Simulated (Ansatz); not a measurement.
**FeSi (Pm-3m): equation of state**

One table from this session's results is given with a row withheld; the runs are named, their logs left out.

Computed with Ansatz 0.2.0 (DFT LDA, scalar-relativistic, plane waves, PAW, unless a step's input says otherwise).

**The starting structure**

Symmetry: Pm-3m, No. 221, cubic system. Conventional cell: a = 2.709 Å, b = 2.709 Å, c = 2.709 Å, α = 90.00°, β = 90.00°, γ = 90.00°. Around Fe (site symmetry m-3m) lie 8 Si at 2.35 Å. Around Si (site symmetry m-3m) lie 8 Fe at 2.35 Å.

Structure file:

```cif
data_structure
_symmetry_space_group_name_H-M 'Pm-3m'
_symmetry_Int_Tables_number 221
_cell_length_a 2.7091
_cell_length_b 2.7091
_cell_length_c 2.7091
_cell_angle_alpha 90.000
_cell_angle_beta 90.000
_cell_angle_gamma 90.000
_cell_volume 19.88
loop_
_atom_site_label
_atom_site_type_symbol
_atom_site_symmetry_multiplicity
_atom_site_Wyckoff_symbol
_atom_site_fract_x
_atom_site_fract_y
_atom_site_fract_z
_atom_site_occupancy
Fe1 Fe 1 b 0.50000 0.50000 0.50000 1
Si1 Si 1 a 0.00000 0.00000 0.00000 1
```

An earlier run at LDA left this cell at 9.941 Å³/atom and 0.00 GPa (16×16×16 mesh).

Volume factors to run: 0.980, 1.020, 0.960, 1.040.

The first run:

input.yaml reads:

```yaml
crystal:
  lattice:
    - [2.6909063703, 0.0, 0.0]
    - [0.0, 2.6909063703, 0.0]
    - [0.0, 0.0, 2.6909063703]
  atoms:
    - { symbol: Fe, position: [0.5, 0.5, 0.5] }
    - { symbol: Si, position: [0.0, 0.0, 0.0] }
basis:
  ecutwfc: 420
  ecutrho_ratio: 4
kpoints:
  mp_grid: { grid: [16, 16, 16] }
hamiltonian:
  xc: lda
scf:
  occupations: { method: gaussian, width: 0.05 }
output:
  forces: true
  stress: true
  eigenvalues: true
```

On the command line:

```bash
ansatz run input.yaml --threads 2 --pin off --max-ram 5120MiB --backend cpu --events-out ev --progress --plain --runs-dir out
```

Among the steps run: Volume × 0.980; Volume × 1.020; Scaling the volume by 0.960; At 1.040 of the relaxed volume.

One table of the session follows, with a row left open; its other results are not shown here.

It belongs to the step «The fit». 

| volume (Å³/atom) | energy (meV/atom) | pressure (GPa) |
| --- | --- | --- |
| 9.544 | 14.41 | 11.93 |
| 9.742 | ? | ? |
| 9.941 | 0.00 | 0.00 |
| 10.140 | 3.03 | -4.92 |
| 10.339 | 12.17 | -9.74 |

Estimate the missing values for volume (Å³/atom) = 9.742.

Worked estimate for «energy (meV/atom)». A straight line through the neighbours (9.544, 14.41) and (9.941, 0.00) gives 14.41 + (0.00 − 14.41) × (9.742 − 9.544) / (9.941 − 9.544) = 7.22; a parabola fitted to 3 rows on both sides gives 3.82.

**Answer.** energy (meV/atom): 3.51; pressure (GPa): 5.79. In «energy (meV/atom)» the line misses by +3.71 and the parabola by +0.31.
